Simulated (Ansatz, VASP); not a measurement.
**One calculation of ZnCu, two programs**

```
CELL_PARAMETERS angstrom
2.94500 0.00000 0.00000
0.00000 2.94500 0.00000
0.00000 0.00000 2.94500
ATOMIC_POSITIONS crystal
Zn 0.50000 0.50000 0.50000
Cu 0.00000 0.00000 0.00000
```

Alike in both runs: functional PBEsol; k mesh 5 × 5 × 5; occupations fermi-dirac, width 0.05 eV; no spin polarisation.

|  | VASP | Ansatz |
| --- | --- | --- |
| version | VASP 6.6.1 | Ansatz 0.2.0 |
| potentials or method | VASP PAW PBE potentials, release 64 (Zn, Cu) | Ansatz PAW |
| plane-wave cutoff (eV) | 520 | 420 |
| valence electrons in the cell | 23 | 31 |
| task | single point | band structure |

```tsv
	VASP	Ansatz	Ansatz less VASP
gap on the k mesh at the Fermi level (eV)	none	none	-
pressure (GPa)	-3.4	-4.0	-0.66
```

A gap of «none» marks a metal or a gap that the smearing closes. The two sets of potentials don't hold the same shells in valence.

Caveats: the k mesh is coarse (spacing up to 0.43 Å⁻¹), so the values aren't converged; the PAW data sets were made with another functional, which shifts forces and pressure a little (VASP); the PAW data sets come from PBE, with cores solved anew for the run's functional, which leaves a small shift of forces and pressure (Ansatz).
